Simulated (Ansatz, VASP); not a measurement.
# One calculation of NaCl, two programs

```
Na Cl
1.0
     2.80280    0.00000    0.00000
     0.00000    2.80280    0.00000
     0.00000    0.00000    2.86000
Na Cl
1 1
Direct
  0.00000 0.00000 0.00000
  0.50000 0.50000 0.50000
```

Change from the starting cell: equal xx and yy strain of -2 %, crystal datasets.

Alike in both runs: task electric field gradients; functional PBEsol; k mesh 8 × 8 × 8; occupations fermi-dirac, width 0.02 eV; no spin polarisation.

```csv
,VASP,Ansatz
version,VASP 6.6.1,Ansatz 0.2.0
potentials or method,"VASP PAW PBE potentials, release 64 (Na_pv, Cl), cutoff 520 eV","all-electron PAW with datasets made for the crystal, scalar-relativistic"
```

|  | VASP | Ansatz | Ansatz less VASP |
| --- | --- | --- | --- |
| gap on the k mesh at the Fermi level (eV) | 3.93 | 3.88 | -0.054 |
| pressure (GPa) | 70.8 | 70.0 | -0.76 |
| largest component of the traceless stress (GPa) | 3.67 | 3.69 | +0.020 |
| Vzz of the field gradient on the site that differs most (V/Å²) | 11.5 | 11.8 | +0.29 |

Ansatz ran all-electron here, so the differences hold the error of VASP's frozen core and of both bases.

Caveats: the cell as given lies far from equilibrium; so large a pressure means that the cell lies far from this level's equilibrium, or that cutoff or potentials fall short (VASP); the potentials were made for another functional, which shifts forces and pressure (VASP). A k mesh can miss the band edges.
